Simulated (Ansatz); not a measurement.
Crystal: HfC.

```
Hf C
1.0
     0.00000    2.32500    2.32500
     2.32500    0.00000    2.32500
     2.32500    2.32500    0.00000
Hf C
1 1
Direct
  0.50000 0.50000 0.50000
  0.00000 0.00000 0.00000
```

Program: Ansatz 0.2.0. Alike in all runs: task projected density of states; potentials or basis Ansatz PAW; no spin polarisation; cell as given; k mesh 6 × 6 × 6; cutoff (eV) 420; smearing fermi-dirac 0.05 eV; the mesh is coarse, so values aren't converged.

Task: Order these runs on this cell by their pressure, lowest first.
A. level revPBE
B. level PBE0
C. level PBE
D. level PBEsol
E. level BLYP

Result: D (-6.4 GPa), B (-1.7 GPa), C (0.3 GPa), A (3.3 GPa), E (7.5 GPa).

Caveats: all runs use coarse meshes; the PAW data sets come from PBE, with cores solved anew for the run's functional, which leaves a small shift of forces and pressure (some runs); the thresholds are loose for stress (some runs).
